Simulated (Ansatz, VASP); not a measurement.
## One calculation of SnO, two programs

```
Sn O
1.0
     0.07138    2.56421    2.56421
     2.56421    0.07138    2.56421
     2.56421    2.56421    0.07138
Sn O
1 1
Cartesian
  0.0000 0.0000 0.0000
  2.5999 2.5999 2.5999
```

Change from the starting cell: epitaxial_111 strain -1.7%.

Alike in both runs: task single point; functional r2SCAN; k mesh 8 × 8 × 8; occupations fermi-dirac, width 0.02 eV; no spin polarisation.

|  | VASP | Ansatz |
| --- | --- | --- |
| version | VASP 6.6.1 | Ansatz 0.2.0 |
| potentials or method | VASP PAW PBE potentials, release 64 (Sn_d, O) | plane waves, PAW |
| plane-wave cutoff (eV) | 520 | 500 |
| valence electrons in the cell | 20 | 20 |

Ansatz gave:

```
pressure (GPa)                                  : 0.9
largest component of the traceless stress (GPa) : 0.46
```

Q: Estimate VASP's values.

A: Pressure (GPa): 1.1; largest component of the traceless stress (GPa): 0.46.

Caveats: the PAW data sets were made with another functional, which shifts forces and pressure a little (VASP). A k mesh can miss the band edges.
